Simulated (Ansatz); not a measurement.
TiSi2 in Ansatz: the effect of functional

TiSi2:

```xyz
3
Lattice="-1.4428 1.6772 4.1261 1.4428 -1.6772 4.1261 1.4428 1.6772 -4.1261" Properties=species:S:1:pos:R:3 pbc="T T T"
Ti    0.0000    0.0000    0.0000
Si    0.0000    0.0000    5.5296
Si    0.0000    0.0000    2.7226
```

The cell comes from a database or a generator and needn't be the stable form of this composition.

The cell isn't the ideal one: volume scaled by 0.94.

Alike in all runs:

```yaml
Program: Ansatz 0.2.0
Task: single point
Potentials_or_basis: Ansatz PAW
k_mesh: 12 × 12 × 12
Occupations: fermi-dirac, width 0.05 eV
Spin: no spin polarisation
```

```tsv
functional	cutoff	pressure (GPa)	largest force (eV/Å)
LDA	420 eV (not typed: the program's choice for these potentials)	2.4	0.07
PBEsol	420 eV (not typed: the program's choice for these potentials)	?	?
r2SCAN	500 eV (not typed: the program's choice for these potentials)	7.3	0.10
```

**Question.** What does the run with functional PBEsol give?

**Answer.** Pressure 5.8 GPa; largest force 0.02 eV/Å.

Caveats: the PAW data sets come from PBE, with cores solved anew for the run's functional, which leaves a small shift of forces and pressure.
